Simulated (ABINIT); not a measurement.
Runs of ABINIT 10.8.3 (patched build) on Te. Symmetry: R-3m, No. 166, trigonal system. The conventional cell has a = 4.612 Å, b = 4.612 Å, c = 5.073 Å, α = 90.00°, β = 90.00°, γ = 120.00°. Around Te (site symmetry -3m) lie 6 Te at 3.15 Å. This isn't the form of Te at room conditions, which is trigonal, of chains.

```csv
task,level,potentials or basis,cell,k mesh,cutoff smearing ecutsm (Ha),stop of the response cycle (tolvrs),q mesh,acoustic sum rule (asr),cell freedom (optcell),gap on the mesh (eV),pressure (GPa),relaxed volume (Å³/atom)
phonon dispersion,LDA,PseudoDojo NC SR LDA v0.4.1 standard,cell relaxed at zero pressure by an earlier run,6 × 6 × 6,0.5,1e-08,2 × 2 × 2,1,-,none,(a),-
relaxation of cell and atoms,LDA,PseudoDojo NC SR LDA v0.4.1 standard,relaxed,7 × 7 × 7,0.5,-,-,-,2,none,0.0,30.52
optical spectrum,PBEsol,PseudoDojo NC SR PBEsol v0.4.1 standard,cell relaxed at zero pressure by an earlier run,10 × 10 × 10,0.5,-,-,-,-,none,(b),-
phonons at a zone-boundary q,LDA,PseudoDojo NC SR LDA v0.4.1 standard,cell relaxed at zero pressure by an earlier run,8 × 8 × 8,0.5,1e-09,-,-,-,none,0.6,-
relaxation of cell and atoms,PBEsol,PseudoDojo NC SR PBEsol v0.4.1 standard,relaxed,7 × 7 × 7,0.5,-,-,-,2,none,0.0,31.06
single point,LDA,PseudoDojo NC SR LDA v0.4.1 standard,cell relaxed,7 × 7 × 7,-,-,-,-,-,none,0.0,-
```

Alike in all rows: no spin polarisation; cutoff (eV) 1088; smearing fermi-dirac 0.05 eV.

Q: Fill in the values left out.

A: (a) -0.3; (b) 0.2.

Caveats: the mesh is coarse for a metal's response (some runs); the intraband (Drude) term is left out (some runs); spectra need much finer meshes, so this one isn't converged (some runs); independent-particle spectra lack excitons (some runs).

A k mesh can miss the band edges, and the runs leave out spin-orbit coupling on Te.

A gap of «none» marks a metal or a gap under the smearing width.
